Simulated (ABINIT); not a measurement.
Crystal: WC (Qusongite).

```
W C
1.0
     2.90650    0.00000    0.00000
    -1.45325    2.51710    0.00000
     0.00000    0.00000    2.83660
W C
1 1
Direct
  0.00000 0.00000 0.00000
  0.66667 0.33333 0.50000
```

Program: ABINIT 10.8.3 (patched build). Alike in all runs: task band structure; potentials or basis JTH PAW PBE v2.0; no spin polarisation; cell as given; k mesh 10 × 10 × 9; smearing fermi-dirac 0.05 eV.

Task: Order these runs on this cell by their pressure, lowest first.
A. level RPBE; cutoff (eV) 626; fine-grid cutoff 1224.51 eV
B. level PBE; cutoff (eV) 517; fine-grid cutoff 1034.03 eV
C. level LDA; cutoff (eV) 626; fine-grid cutoff 1224.51 eV
D. level r2SCAN; cutoff (eV) 626; fine-grid cutoff 1224.51 eV
E. level PBEsol; cutoff (eV) 626; fine-grid cutoff 1224.51 eV

Result: C (-8.9 GPa), E (-2.7 GPa), D (3.3 GPa), B (6.3 GPa), A (10.4 GPa).

Caveats: the PAW data sets were made with another functional, which shifts forces and pressure a little (some runs).
